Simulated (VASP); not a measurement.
# Na (P6_3/mmc) in VASP: notebook

Runs on Na. Level: PBE. Tasks: single point.

Everything below comes from runs of VASP 6.6.1. Logs are shortened: lines on timing, memory, paths and dates and some standing lists are left out, and cuts for length are marked.

**1. Starting point**

Symmetry: P6_3/mmc, No. 194, hexagonal system. The conventional cell has a = 3.767 Å, b = 3.767 Å, c = 6.154 Å, α = 90.00°, β = 90.00°, γ = 120.00°. Around Na (site symmetry -6m2) lie 12 Na at 3.77 Å.

This isn't the form of Na at room conditions, which is bcc.

**2. Single point, PBE**

File INCAR:

```
SYSTEM = Na
PREC     = Accurate       ! precision mode
ENCUT    = 280            ! plane-wave cutoff, eV
EDIFF    = 1E-6           ! SCF threshold, eV
ISMEAR   = 0              ! smearing method
SIGMA    = 0.2            ! smearing width, eV
LREAL    = .FALSE.        ! projectors in reciprocal space
LASPH    = .TRUE.         ! aspherical terms in the spheres
NELM     = 100            ! most SCF steps
ALGO     = Normal         ! electronic algorithm
ISIF     = 2              ! what is computed and relaxed
LWAVE    = .FALSE.        ! write WAVECAR
LCHARG   = .FALSE.        ! write CHGCAR
GGA      = PE             ! functional
NBANDS   = 14             ! bands
ADDGRID  = .FALSE.
```

File KPOINTS:

```
regular mesh
0
G
  12 12 7
  0 0 0
```

File POSCAR:

```
Na
1.0
    3.7670000000      0.0000000000      0.0000000000
   -1.8835000000      3.2623176961      0.0000000000
    0.0000000000      0.0000000000      6.1540000000
Na
2
Direct
    0.6607270000      0.3253030000      0.7651560000
    0.3322080000      0.6634530000      0.2738460000
```

Potentials or basis: VASP PAW PBE potentials, release 64 (Na_pv).

The run is started by

```console
$ cat potpaw_PBE.64/Na_pv/POTCAR > POTCAR
$ mpirun -np 1 vasp_std > vasp.out
```

OUTCAR:

```text
SYSTEM = Na
   PREC = Accurate
   ENCUT = 280
   EDIFF = 1E-6
   ISMEAR = 0
   LREAL = .FALSE.
   LASPH = .TRUE.
   NELM = 100
   ISIF = 2
   GGA = PE

 Found    506 irreducible k-points:

 Following reciprocal coordinates:
            Coordinates               Weight
  0.000000  0.000000  0.000000      1.000000
  0.083333  0.000000  0.000000      2.000000
  0.000000  0.083333  0.000000      2.000000
 -0.083333  0.083333  0.000000      2.000000
  0.166667 -0.000000  0.000000      2.000000
  0.000000  0.166667  0.000000      2.000000
   k-points           NKPTS =    506   k-points in BZ     NKDIM =    506   number of bands    NBANDS=     14
   number of dos      NEDOS =    301   number of ions     NIONS =      2
   total plane-waves  NPLWV =  20736
   dimension x,y,z NGX =    24 NGY =   24 NGZ =   36
   dimension x,y,z NGXF=    48 NGYF=   48 NGZF=   72
   ions per type =               2
   NGX,Y,Z   is equivalent  to a cutoff of  10.59, 10.59,  9.73 a.u.
   NGXF,Y,Z  is equivalent  to a cutoff of  21.18, 21.18, 19.45 a.u.
 SYSTEM =  Na
   PREC   = accura    normal or accurate (medium, high low for compatibility)
   ISTART =      0    job   : 0-new  1-cont  2-samecut
   ICHARG =      2    charge: 1-file 2-atom 10-const
   ISPIN  =      1    spin polarized calculation?
   LNONCOLLINEAR =      F non collinear calculations
   LSORBIT =      F    spin-orbit coupling
   LASPH  =      T    aspherical Exc in radial PAW
   ENCUT  =  280.0 eV  20.58 Ry    4.54 a.u.   5.14  5.14  8.40*2*pi/ulx,y,z
   NELM   =    100;   NELMIN=  2; NELMDL= -5     # of ELM steps
   EDIFF  = 0.1E-05   stopping-criterion for ELM
   LREAL  =      F    real-space projection
   EDIFFG = 0.1E-04   stopping-criterion for IOM
   NSW    =      0    number of steps for IOM
   IBRION =     -1    ionic relax: 0-MD 1-quasi-New 2-CG
   NFREE  =      0    steps in history (QN), initial steepest desc. (CG)
   ISIF   =      2    stress and relaxation
   ISYM   =      2    0-nonsym 1-usesym 2-fastsym
   POTIM  = 0.5000    time-step for ionic-motion
   TEBEG  =    0.0;   TEEND  =   0.0 temperature during run
   PSTRESS=    0.0 pullay stress
   NELECT =      14.0000    total number of electrons
   NUPDOWN=      -1.0000    fix difference up-down
   EMIN   =  10.00;   EMAX   =-10.00  energy-range for DOS
   EFERMI =   0.00;   METHOD = LEGACY
   ISMEAR =     0;   SIGMA  =   0.20  broadening in eV -4-tet -1-fermi 0-gaus
   EFERMI_NEDOS =   21; number of points for ismear=-14 and -15
   IALGO  =     38    algorithm
   IMIX   =      4    mixing-type and parameters
     AMIX     =   0.40;   BMIX     =  1.00
     AMIX_MAG =   1.60;   BMIX_MAG =  1.00
  volume/ion in A,a.u.               =      37.81       255.18
  Fermi-wavevector in a.u.,A,eV,Ry     =   0.933020  1.763153 11.844235  0.870527
  Thomas-Fermi vector in A             =   2.059678
   LORBIT       =      0    0 simple, 1 ext, 2 COOP (PROOUT), +10 PAW based schemes
   GGA     = PE    functional components
   LHFCALC =     F    Hartree Fock is set to
   AEXX    =    0.0000 exact exchange contribution
   IVDW    =     0    specifies the selected vdW correction
   LEPSILON=     F    determine dielectric tensor
   LRPA    =     F    only Hartree local field effects (RPA)
 non-spin polarized calculation
 Gauss-broadening in eV      SIGMA  =   0.20
  energy-cutoff  :      280.00
  volume of cell :       75.63
 maximum number of plane-waves:       815
 NGX is ok and might be reduce to    24
   NGX = 11   NGY = 11   NGZ = 17

 number of electron      13.9999976 magnetization

 Free energy of the ion-electron system (eV)
  ---------------------------------------------------
  ext. energy  EPLUGINS =         0.00000000
  ---------------------------------------------------
  free energy    TOTEN  =        -2.62929252 eV

  energy without entropy =       -2.60884859  energy(sigma->0) =       -2.61907055

 E-fermi :   0.2674     XC(G=0):  -6.4518

 val. band max:        0.2520788125   @ k =  -0.1667   0.0833   0.1429
 cond. band min:       0.3417316104   @ k =   0.0833  -0.3333   0.2857
 fundamental gap:      0.0896527979
 Fermi energy:         0.2673702337

 k-point     1 :       0.0000    0.0000    0.0000
  band No.  band energies     occupation
      1     -24.6685      2.00000
      2     -24.6401      2.00000
      3     -24.6398      2.00000
      4     -24.6355      2.00000
      5     -24.6354      2.00000
      6     -24.6351      2.00000
      7      -2.9683      2.00000
      8       0.8228      0.00009
      9       1.2064      0.00000
     10      10.1373      0.00000
     11      10.1452      0.00000
     12      10.4742      0.00000
     13      10.4880      0.00000
     14      10.6376      0.00000

 k-point     2 :       0.0833    0.0000    0.0000
  band No.  band energies     occupation
      1     -24.6679      2.00000
      2     -24.6418      2.00000
      3     -24.6407      2.00000
      4     -24.6370      2.00000
      5     -24.6358      2.00000
      6     -24.6356      2.00000
      7      -2.8669      2.00000
      8       0.9131      0.00000
      9       1.3055      0.00000
     10       8.4804      0.00000
     11       9.3883      0.00000
     12       9.8136      0.00000
     13      11.3489      0.00000
     14      11.4105      0.00000

 k-point     3 :       0.0000    0.0833    0.0000
  band No.  band energies     occupation
      1     -24.6679      2.00000
      2     -24.6421      2.00000
      3     -24.6404      2.00000
      4     -24.6371      2.00000
      5     -24.6357      2.00000
      6     -24.6356      2.00000
      7      -2.8669      2.00000
      8       0.9131      0.00000
      9       1.3054      0.00000
     10       8.4837      0.00000
     11       9.3884      0.00000
     12       9.8122      0.00000
     13      11.3423      0.00000
     14      11.4136      0.00000

 k-point     4 :      -0.0833    0.0833    0.0000
  band No.  band energies     occupation
      1     -24.6679      2.00000
      2     -24.6420      2.00000
      3     -24.6406      2.00000
      4     -24.6371      2.00000
      5     -24.6357      2.00000
      6     -24.6356      2.00000
      7      -2.8669      2.00000
      8       0.9131      0.00000
      9       1.3054      0.00000
     10       8.4820      0.00000
     11       9.3884      0.00000
     12       9.8129      0.00000
     13      11.3450      0.00000
     14      11.4127      0.00000

 k-point     5 :       0.1667   -0.0000    0.0000
  band No.  band energies     occupation
      1     -24.6658      2.00000
      2     -24.6463      2.00000
      3     -24.6421      2.00000
      4     -24.6416      2.00000
      5     -24.6367      2.00000
      6     -24.6363      2.00000
      7      -2.5637      2.00000
      8       1.1841      0.00000
      9       1.5985      0.00000
     10       6.6222      0.00000
     11       8.6455      0.00000
     12       8.8414      0.00000
     13       9.9820      0.00000
     14      10.9689      0.00000

 k-point     6 :       0.0000    0.1667    0.0000
  band No.  band energies     occupation
      1     -24.6657      2.00000
      2     -24.6466      2.00000
      3     -24.6418      2.00000
      4     -24.6417      2.00000
      5     -24.6366      2.00000
      6     -24.6363      2.00000
      7      -2.5637      2.00000
      8       1.1840      0.00000
      9       1.5983      0.00000
     10       6.6255      0.00000
     11       8.6453      0.00000
     12       8.8447      0.00000
     13       9.9794      0.00000
     14      10.9502      0.00000

 [... further k-points ...]

------------------------ aborting loop because EDIFF is reached ----------------------------------------

  FORCE on cell =-STRESS in cart. coord.  units (eV):
  Direction    XX          YY          ZZ          XY          YZ          ZX
  --------------------------------------------------------------------------------------
  -------------------------------------------------------------------------------------
  Total       -0.2558064     -0.2463905     -0.2745813     -0.0036616      0.0005907      0.0003717
  in kB       -5.4192929     -5.2198165     -5.8170421     -0.0775705      0.0125131      0.0078742
  external PRESSURE =      -5.4853838 kB  Pullay stress =       0.0000000 kB

 VOLUME and BASIS-vectors are now :
 -----------------------------------------------------------------------------
  energy-cutoff  :      280.00
  volume of cell :       75.63
      direct lattice vectors                 reciprocal lattice vectors
     3.767000000  0.000000000  0.000000000     0.265463233  0.153265269  0.000000000
    -1.883500000  3.262317696  0.000000000     0.000000000  0.306530538  0.000000000
     0.000000000  0.000000000  6.154000000     0.000000000  0.000000000  0.162495938

 POSITION                                       TOTAL-FORCE (eV/Angst)
 -----------------------------------------------------------------------------------
      1.87625      1.06124      4.70877         0.000889      0.002146      0.037212
      0.00181      2.16439      1.68525        -0.000889     -0.002146     -0.037212
 -----------------------------------------------------------------------------------
    total drift:                                0.000011      0.000190     -0.000006

  FREE ENERGIE OF THE ION-ELECTRON SYSTEM (eV)
  ---------------------------------------------------
  free  energy   TOTEN  =        -2.6292925177 eV

  energy  without entropy=       -2.6088485884  energy(sigma->0) =       -2.61907055
```

Run time: 59 s. Hardware: 1 thread of Intel Xeon Platinum 8488C (Sapphire Rapids), shared host; peak memory 0.26 GiB.

These settings aren't checked as converged: the numbers below hold their error.

What came out:

- Free energy: -2.6293 eV
- Largest force: 0.037 eV/Å
- Band gap on the k mesh: none (metal or under the smearing width)

Caveat: the cutoff is under 1.25 times the usual one of these potentials, so pressure, stress and relaxed cells hold a basis-set (Pulay) error.

**3. Single point, PBE**

Changes to INCAR since step 2:

```diff
@@ -2,3 +2,3 @@
 PREC     = Accurate       ! precision mode
-ENCUT    = 280            ! plane-wave cutoff, eV
+ENCUT    = 340            ! plane-wave cutoff, eV
 EDIFF    = 1E-6           ! SCF threshold, eV
```

KPOINTS is that of step 2.

File POSCAR:

```
Na
1.0
    3.7670000000      0.0000000000      0.0000000000
   -1.8835000000      3.2623176961      0.0000000000
    0.0000000000      0.0000000000      6.1540000000
Na
2
Direct
    0.6666666667      0.3333333333      0.7500000000
    0.3333333333      0.6666666667      0.2500000000
```

Potentials or basis: VASP PAW PBE potentials, release 64 (Na_pv).

The run is started by

```console
$ cat potpaw_PBE.64/Na_pv/POTCAR > POTCAR
$ mpirun -np 1 vasp_std > vasp.out
```

It took 12 s on 1 thread of Intel Xeon Platinum 8488C (Sapphire Rapids), shared host; peak memory 0.16 GiB.

These settings aren't checked as converged: the numbers below hold their error.

What came out:

| Property | Result |
| --- | --- |
| Free energy | -2.6338 eV |
| Pressure | -0.2 GPa |
| Band gap on the k mesh | none (metal or under the smearing width) |

**4. Single point, PBE**

INCAR is that of step 3.

KPOINTS is that of step 3.

File POSCAR:

```
Na
1.0
    3.7670000000      0.0000000000      0.0000000000
   -1.8835000000      3.2623176961      0.0000000000
    0.0000000000      0.0000000000      6.1540000000
Na
2
Direct
    0.6607270000      0.3253030000      0.7651560000
    0.3322080000      0.6634530000      0.2738460000
```

Potentials or basis: VASP PAW PBE potentials, release 64 (Na_pv).

The run is started by

```console
$ cat potpaw_PBE.64/Na_pv/POTCAR > POTCAR
$ mpirun -np 1 vasp_std > vasp.out
```

OUTCAR:

```text
SYSTEM = Na
   PREC = Accurate
   ENCUT = 340
   EDIFF = 1E-6
   ISMEAR = 0
   LREAL = .FALSE.
   LASPH = .TRUE.
   NELM = 100
   ISIF = 2
   GGA = PE

 Found    506 irreducible k-points:

 Following reciprocal coordinates:
            Coordinates               Weight
  0.000000  0.000000  0.000000      1.000000
  0.083333  0.000000  0.000000      2.000000
  0.000000  0.083333  0.000000      2.000000
 -0.083333  0.083333  0.000000      2.000000
  0.166667 -0.000000  0.000000      2.000000
  0.000000  0.166667  0.000000      2.000000
   k-points           NKPTS =    506   k-points in BZ     NKDIM =    506   number of bands    NBANDS=     14
   number of dos      NEDOS =    301   number of ions     NIONS =      2
   total plane-waves  NPLWV =  23040
   dimension x,y,z NGX =    24 NGY =   24 NGZ =   40
   dimension x,y,z NGXF=    48 NGYF=   48 NGZF=   80
   ions per type =               2
   NGX,Y,Z   is equivalent  to a cutoff of  10.59, 10.59, 10.81 a.u.
   NGXF,Y,Z  is equivalent  to a cutoff of  21.18, 21.18, 21.61 a.u.
 SYSTEM =  Na
   PREC   = accura    normal or accurate (medium, high low for compatibility)
   ISTART =      0    job   : 0-new  1-cont  2-samecut
   ICHARG =      2    charge: 1-file 2-atom 10-const
   ISPIN  =      1    spin polarized calculation?
   LNONCOLLINEAR =      F non collinear calculations
   LSORBIT =      F    spin-orbit coupling
   LASPH  =      T    aspherical Exc in radial PAW
   ENCUT  =  340.0 eV  24.99 Ry    5.00 a.u.   5.66  5.66  9.25*2*pi/ulx,y,z
[... 145 lines left out ...]
      2     -24.6400      2.00000
      3     -24.6356      2.00000
      4     -24.6354      2.00000
      5     -24.6301      2.00000
      6     -24.6300      2.00000
      7      -2.5627      2.00000
      8       1.1849      0.00000
      9       1.5995      0.00000
     10       6.6265      0.00000
     11       8.6464      0.00000
     12       8.8455      0.00000
     13       9.9803      0.00000
     14      10.9514      0.00000

 [... further k-points ...]

------------------------ aborting loop because EDIFF is reached ----------------------------------------

  FORCE on cell =-STRESS in cart. coord.  units (eV):
  Direction    XX          YY          ZZ          XY          YZ          ZX
  --------------------------------------------------------------------------------------
  -------------------------------------------------------------------------------------
  Total       -0.0865055     -0.0768876     -0.1058008     -0.0034632      0.0003012      0.0002565
  in kB       -1.8326297     -1.6288752     -2.2414032     -0.0733690      0.0063820      0.0054344
  external PRESSURE =      -1.9009694 kB  Pullay stress =       0.0000000 kB

 VOLUME and BASIS-vectors are now :
 -----------------------------------------------------------------------------
  energy-cutoff  :      340.00
  volume of cell :       75.63
      direct lattice vectors                 reciprocal lattice vectors
     3.767000000  0.000000000  0.000000000     0.265463233  0.153265269  0.000000000
    -1.883500000  3.262317696  0.000000000     0.000000000  0.306530538  0.000000000
     0.000000000  0.000000000  6.154000000     0.000000000  0.000000000  0.162495938

 POSITION                                       TOTAL-FORCE (eV/Angst)
 -----------------------------------------------------------------------------------
      1.87625      1.06124      4.70877         0.000979      0.001861      0.035718
      0.00181      2.16439      1.68525        -0.000979     -0.001861     -0.035718
 -----------------------------------------------------------------------------------
    total drift:                                0.000003      0.000139      0.000063

  FREE ENERGIE OF THE ION-ELECTRON SYSTEM (eV)
  ---------------------------------------------------
  free  energy   TOTEN  =        -2.6328452711 eV

  energy  without entropy=       -2.6124011635  energy(sigma->0) =       -2.62262322
```

stdout:

```text
POSCAR found type information on POSCAR Na
 POSCAR found :  1 types and       2 ions
 scaLAPACK will be used
 LDA part: xc-table for (Slater+PW92), standard interpolation
 POSCAR, INCAR and KPOINTS ok, starting setup
 FFT: planning ... GRIDC
 FFT: planning ... GRID_SOFT
 FFT: planning ... GRID
 WAVECAR not read
 entering main loop
```

It took 68 s on 1 thread of Intel Xeon Platinum 8488C (Sapphire Rapids), shared host; peak memory 0.31 GiB.

The run converged, but some of its settings lie outside the range that counts as converged, so its numbers aren't taken as properties of the crystal.

Results:

| Item | Value |
| --- | --- |
| Free energy | -2.6328 eV |
| Pressure | -0.2 GPa |
| Largest force | 0.036 eV/Å |
| Band gap on the k mesh | none (metal or under the smearing width) |

**5. Single point, PBE**

Changes to INCAR since step 4:

```diff
@@ -2,3 +2,3 @@
 PREC     = Accurate       ! precision mode
-ENCUT    = 340            ! plane-wave cutoff, eV
+ENCUT    = 460            ! plane-wave cutoff, eV
 EDIFF    = 1E-6           ! SCF threshold, eV
```

KPOINTS is that of step 4.

File POSCAR:

```
Na
1.0
    3.7670000000      0.0000000000      0.0000000000
   -1.8835000000      3.2623176961      0.0000000000
    0.0000000000      0.0000000000      6.1540000000
Na
2
Direct
    0.6666666667      0.3333333333      0.7500000000
    0.3333333333      0.6666666667      0.2500000000
```

The run is started by

```console
$ cat potpaw_PBE.64/Na_pv/POTCAR > POTCAR
$ mpirun -np 1 vasp_std > vasp.out
```

Wall time 23 s (1 thread of Intel Xeon Platinum 8488C (Sapphire Rapids), shared host); peak memory 0.2 GiB.

These settings aren't checked as converged: the numbers below hold their error.

What came out:

```yaml
Free_energy: -2.6322 eV
Pressure: -0.2 GPa
Band_gap_on_the_k_mesh: none (metal or under the smearing width)
```
